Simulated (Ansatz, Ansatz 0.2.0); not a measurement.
# Lattice constant of cubic Ti3Pt: from LDA through PBEsol to r2SCAN, which meets a 1 % target

## The measurement

The reference is the cubic lattice parameter of Ti3Pt, $a = 5.0327$ Å, from "Microstructure Analysis of Ti-xPt Alloys and the Effect of Pt Content on the Mechanical Properties and Corrosion Behavior of Ti Alloys" (2014, PubMed Central 5453197). The compound was present as precipitates in arc-melted, heat-treated Ti-Pt alloys and was examined by X-ray diffraction and selected area electron diffraction. It was therefore one phase of a two-phase alloy and not a single-phase sample. The value is quoted along with the electron diffraction indexing, and neither the exact composition of the alloy nor the temperature is given with it. A precipitate may deviate from the ideal 3:1 ratio or be strained by its matrix, so I treat the number as a good guide to the lattice constant of the ideal compound, not as a precision standard.

| compared with | measured | source's wording or label | method |
| --- | --- | --- | --- |
| a (Å) | 5.0327 | cubic lattice parameter a | X-ray diffraction and selected area electron diffraction |

Conditions are those given with the value in the passage it was taken from; "not stated" means there, and the paper may say more elsewhere. The values are a selection: others may have been left out beforehand as unlike or outlying.

## Model and target

I want the cheapest level of theory that gives $a$ within 1 %, about 0.05 Å. That is close enough to tell a functional that binds this metal too strongly from one that describes it well, and wide enough that thermal and zero-point expansion, roughly 0.2 to 0.3 % in length for a stiff intermetallic, should not dominate the verdict. The calculations give a static cell, which should lie below a measured one by about that much.

The model is the ordered, stoichiometric crystal with 8 atoms in the primitive cell. I recognise the structure as the A15 type, in which symmetry fixes every atomic position, so the relaxation has only the cube edge to find. The starting cell from the diffraction database has $a = 5.030$ Å, which is about 0.003 Å below the reference and small against the target.

I begin with LDA and a low plane-wave cutoff, settle the cutoff, and then change the functional if the error calls for it. The level that meets the target gets a check before I stop.

Plain PBE isn't shown in this study.

System: Ti3Pt (titanium platinum intermetallic), cubic Ti3Pt; Pm-3n (No. 223), 8 atoms in the primitive cell; the database structure is a diffraction structure: a = 5.030 Å; structure from the Crystallography Open Database.

On the selection of runs and values: Further runs on this system are not shown.

## 1. LDA at two cutoffs

LDA is the simplest functional to start from. I run it at 290 eV and at 420 eV with everything else the same, because a variable-cell relaxation is sensitive to an incomplete basis and a single low-cutoff cell could mislead. LDA usually makes transition-metal lattices too small by one to two per cent, so I expect a result near or beyond the lower edge of the target.

**Run 1.** Ansatz 0.2.0: LDA, cell and atoms relaxed from the database structure, PAW set soft_2, cutoff 290 eV, 6x6x6 k mesh, Gaussian smearing 0.1 eV.

Key lines of the input:
```
crystal:
  # lattice and atoms
kpoints:
  mp_grid: { grid: [6, 6, 6] }
hamiltonian:
  xc: lda
scf:
  occupations: { method: gaussian, width: 0.1 }
output:
  forces: true
  stress: true
basis:
  ecutwfc: 290.0
relax:
  adjacent_minimum: "off"
  f_tol: 0.005
  max_steps: 60
  cell: { stress_tol: 0.03 }
```

Command:
```
ansatz run input.yaml --threads 4 --pin off --max-ram 16384MiB --backend cpu --events-out ev --progress --plain --runs-dir out
```

Selected lines of the output:
```
    - [0.0, 0.0, 4.931746083852385]
```

Converged; 28 s on 4 cores of Arm Neoverse V1, shared host. Warnings: cutoff_below_recommended (in short: A typed cutoff is below a recommended value, from the records, the datasets' recipe or DFPT's needs, possibly lowering the density cutoff; compare with a higher-cutoff run).

**Run 2.** Ansatz 0.2.0: LDA, cell and atoms relaxed from the database structure, PAW set soft_2, cutoff 420 eV (default), 6x6x6 k mesh, Gaussian smearing 0.1 eV.

Key lines of the input, as changed from run 1:
```diff
- basis:
-   ecutwfc: 290.0
```

Selected lines of the output:
```
    - [0.0, 0.0, 4.932941443639997]
```

Converged; 26 s on the same hardware.

| quantity | run 1 | run 2 | measured |
| --- | --- | --- | --- |
| a (Å) | 4.9317 | 4.9329 | 5.0327 |
| conventional cell volume (Å³) | 119.95 | 120.04 |  |

At 420 eV LDA gives $a = 4.9329$ Å, which is 0.0998 Å or 2.0 % below the reference and so twice the allowed deviation. The sign is the usual one for LDA in a transition-metal compound, and the size is at the upper end of what I expected.

The run at 290 eV carries a warning that its cutoff lies below a recommended value and should be compared with a higher one. The comparison shows a change of only 0.0012 Å in $a$. The low cutoff is therefore harmless for this target, and it does not explain the miss.

## 2. Denser mesh and other potentials for LDA

Before I blame the functional, two other parts of the calculation need a test: the sampling of the Brillouin zone, which matters in a metal with narrow d bands, and the PAW potentials. I repeat the LDA relaxation with an 8x8x8 mesh, and separately with norm-conserving PseudoDojo potentials at their much higher default cutoff. The second run is a heavy one for a functional that has already missed, but an error in the potentials could follow me to the next functional as well. I expect both to stay within a few hundredths of an ångström of the present cell, too little to bring LDA into the target.

**Run 3.** Ansatz 0.2.0: LDA, cell and atoms relaxed from the database structure, PAW set soft_2, cutoff 420 eV (default), 8x8x8 k mesh, Gaussian smearing 0.1 eV.

Key lines of the input, as changed from run 2:
```diff
  kpoints:
-   mp_grid: { grid: [6, 6, 6] }
+   mp_grid: { grid: [8, 8, 8] }
```

Selected lines of the output:
```
    - [0.0, 0.0, 4.932670478576297]
```

Converged; 11 s on 4 cores of AMD EPYC 9R45 96, shared host.

**Run 4.** Ansatz 0.2.0: LDA, PseudoDojo norm-conserving pseudopotentials, cell and atoms relaxed from the database structure, cutoff 1143 eV (default), 6x6x6 k mesh, Gaussian smearing 0.1 eV.

Key lines of the input, as changed from run 2:
```diff
  hamiltonian:
+   pseudopotentials: { kind: nc, accuracy: standard }
```

Selected lines of the output:
```
    - [0.0, 0.0, 4.932465144514153]
```

Converged; 26 s on the same hardware.

| quantity | run 3 | run 4 | measured |
| --- | --- | --- | --- |
| a (Å) | 4.9327 | 4.9325 | 5.0327 |
| conventional cell volume (Å³) | 120.02 | 120.00 |  |

Neither change matters. The denser mesh and the norm-conserving potentials each move $a$ by less than 0.001 Å, far less than the few hundredths of an ångström I had allowed for. All four LDA cells lie within 0.0012 Å of one another and about 0.1 Å below the reference. Thermal and zero-point expansion of the size estimated in the plan would close only a small part of that gap. For LDA, then, the miss comes from the functional and not from cutoff, mesh or potentials, as far as the reference holds for the ideal compound.

## 3. PBEsol at the same settings

The next step up is a gradient-corrected functional, which costs little more than LDA. PBEsol was built for the lattice constants of solids and normally removes part of the LDA contraction. I keep the PAW potentials, the 420 eV cutoff and the 6x6x6 mesh, so that only the functional changes. I expect a cell between LDA and the reference, probably close to the lower limit of the target.

**Run 5.** Ansatz 0.2.0: PBEsol, cell and atoms relaxed from the database structure, PAW set soft_2, cutoff 420 eV (default), 6x6x6 k mesh, Gaussian smearing 0.1 eV.

Key lines of the input, as changed from run 2:
```diff
  hamiltonian:
-   xc: lda
+   xc: pbesol
```

Selected lines of the output:
```
    - [0.0, 0.0, 4.981554391181615]
```

Converged; 19 s on 4 cores of Arm Neoverse V1, shared host.

| quantity | run 5 | measured | deviation |
| --- | --- | --- | --- |
| a (Å) | 4.9816 | 5.0327 | −0.0511 (−1.0 %) |
| conventional cell volume (Å³) | 123.62 |  |  |

PBEsol gives $a = 4.9816$ Å, about 0.049 Å longer than LDA at the same settings, so about half of the LDA error is gone. Against the reference it falls just outside the target: the deviation of 0.0511 Å is slightly more than 1 % of 5.0327 Å. Against the database cell of 5.030 Å the same result would lie just inside. Two diffraction values thus give opposite answers, and I call PBEsol undecided at the 1 % limit.

## 4. r2SCAN on two meshes

A result on the limit does not settle the search, so I go up to the meta-GGA r2SCAN, which costs more per step and has a higher default cutoff of 500 eV. I expect it to give a somewhat larger cell than PBEsol and to fall inside the target. I relax the cell with a 4x4x4 and a 6x6x6 mesh. The pair shows how sensitive this functional is to the sampling, since the mesh test made with LDA does not count for it, and whether the lighter mesh would do. The judgement will rest on the denser one.

**Run 6.** Ansatz 0.2.0: r2SCAN, cell and atoms relaxed from the database structure, PAW set soft_2, cutoff 500 eV (default), 4x4x4 k mesh, Gaussian smearing 0.1 eV.

Key lines of the input, as changed from run 2:
```diff
  kpoints:
-   mp_grid: { grid: [6, 6, 6] }
+   mp_grid: { grid: [4, 4, 4] }
  hamiltonian:
-   xc: lda
+   xc: r2scan
```

Selected lines of the output:
```
    - [0.0, 0.0, 5.020718981041229]
```

Converged; 15 s on the same hardware.

**Run 7.** Ansatz 0.2.0: r2SCAN, cell and atoms relaxed from the database structure, PAW set soft_2, cutoff 500 eV (default), 6x6x6 k mesh, Gaussian smearing 0.1 eV.

Key lines of the input, as changed from run 2:
```diff
  hamiltonian:
-   xc: lda
+   xc: r2scan
```

Selected lines of the output:
```
    - [0.0, 0.0, 5.02283866010283]
```

Converged; 28 s on the same hardware.

| quantity | run 6 | run 7 | measured |
| --- | --- | --- | --- |
| a (Å) | 5.0207 | 5.0228 | 5.0327 |
| conventional cell volume (Å³) | 126.56 | 126.72 |  |

With the 6x6x6 mesh r2SCAN gives $a = 5.0228$ Å, 0.0099 Å or 0.2 % below the reference and well inside the target. The cell is about 0.041 Å longer than that of PBEsol, in the direction I expected. Taking the database cell of 5.030 Å as the yardstick would not change this result, unlike the one for PBEsol.

The 4x4x4 mesh shortens $a$ by 0.0021 Å, which is small against the 0.05 Å allowed, so the lighter mesh already suffices for this target. The pair tests only the sampling. For r2SCAN, the effect of a higher cutoff or of other potentials is not shown in this report, and the small changes found with LDA can't simply be carried over.

## Collected results

| run | settings | a (Å) | deviation | cost |
| --- | --- | --- | --- | --- |
| 1 | LDA, PAW set soft_2, cutoff 290 eV, 6x6x6 k mesh | 4.9317 | −0.1010 (−2.0 %) | 1.9 core-min |
| 2 | LDA, PAW set soft_2, cutoff 420 eV (default), 6x6x6 k mesh | 4.9329 | −0.0998 (−2.0 %) | 1.8 core-min |
| 3 | LDA, PAW set soft_2, cutoff 420 eV (default), 8x8x8 k mesh | 4.9327 | −0.1000 (−2.0 %) | under 1 core-min |
| 4 | LDA, PseudoDojo norm-conserving pseudopotentials, cutoff 1143 eV (default), 6x6x6 k mesh | 4.9325 | −0.1002 (−2.0 %) | 1.7 core-min |
| 5 | PBEsol, PAW set soft_2, cutoff 420 eV (default), 6x6x6 k mesh | 4.9816 | −0.0511 (−1.0 %) | 78 core-s |
| 6 | r2SCAN, PAW set soft_2, cutoff 500 eV (default), 4x4x4 k mesh | 5.0207 | −0.0120 (−0.2 %) | 60 core-s |
| 7 | r2SCAN, PAW set soft_2, cutoff 500 eV (default), 6x6x6 k mesh | 5.0228 | −0.0099 (−0.2 %) | 1.8 core-min |
|  | measured | 5.0327 |  |  |

Further runs on the same system, made beside this series (convergence steps with loose settings among them):

| further | settings | a (Å) | deviation | cost |
| --- | --- | --- | --- | --- |
| F1 | r2SCAN+rVV10, PAW set soft_2, cutoff 500 eV (default), 6x6x6 k mesh | 5.0080 | −0.0247 (−0.5 %) | 2.8 core-min |
| F2 | PBEsol+D3(BJ), PAW set soft_2, cutoff 420 eV (default), 6x6x6 k mesh | 4.9130 | −0.1197 (−2.4 %) | under 1 core-min |
| F3 | BLYP+D3(BJ), PAW set soft_2, cutoff 420 eV (default), 6x6x6 k mesh | 4.9250 | −0.1077 (−2.1 %) | under 1 core-min |
| F4 | BLYP, PAW set soft_2, cutoff 420 eV (default), 6x6x6 k mesh | 5.1029 | +0.0702 (+1.4 %) | under 1 core-min |
| F5 | LDA, PAW set soft_2, cutoff 420 eV (default), 4x4x4 k mesh | 4.9318 | −0.1009 (−2.0 %) | under 1 core-min |
| F6 | LDA, PAW set soft_2, cutoff 590 eV, 6x6x6 k mesh | 4.9330 | −0.0997 (−2.0 %) | under 1 core-min |
|  | measured | 5.0327 |  |  |

## Outcome

r2SCAN meets the 1 % target. With the 6x6x6 mesh it gives $a = 5.0228$ Å, 0.2 % below the reference, for 1.8 core-minutes. The 4x4x4 mesh passes as well, at about one core-minute, and is the cheapest setting I would use for this target.

LDA is 2.0 % too small. Cutoff, mesh and a change of potentials move its cell by little more than 0.001 Å, so the error belongs to the functional. PBEsol halves it and ends on the limit, where the choice between two diffraction values decides the outcome; I leave it undecided. The change of functional was the step that mattered. The denser mesh and the norm-conserving potentials cleared LDA of numerical doubt, but would have been more useful on r2SCAN, for which tests of cutoff and potentials are not shown in this report.

The further runs show that added dispersion is no general remedy. D3(BJ) shrinks the PBEsol cell to 2.4 % below the reference and turns BLYP from 1.4 % too large to 2.1 % too small. Adding rVV10 to r2SCAN shortens $a$ by about 0.015 Å, still within the target.

Thermal and zero-point expansion, estimated at 0.2 to 0.3 %, has the sign and size of the remaining r2SCAN difference. That doesn't prove the functional accurate to a tenth of a per cent: the reference comes from precipitates whose composition and strain may differ from the ideal crystal, and errors of the functional may partly cancel. The same allowance would bring PBEsol inside the limit, but no temperature is given with the value. A distortion that lowers the cubic symmetry could not have appeared in these relaxations, and a test for one is not shown in this report.

[Logs are printed without paths, hosts, clocks, repeated set-up lines and the standing remarks that a program may print on its own settings, such as how far it seeks lower states.]

[The runs shown are a pick from a larger set of finished runs; failed, doubtful and other runs were left out of it ahead of writing. So were measured values far from every level or from commonly accepted values, and agreement can look better than it is. Lines of input and output are excerpts and may be shortened.]
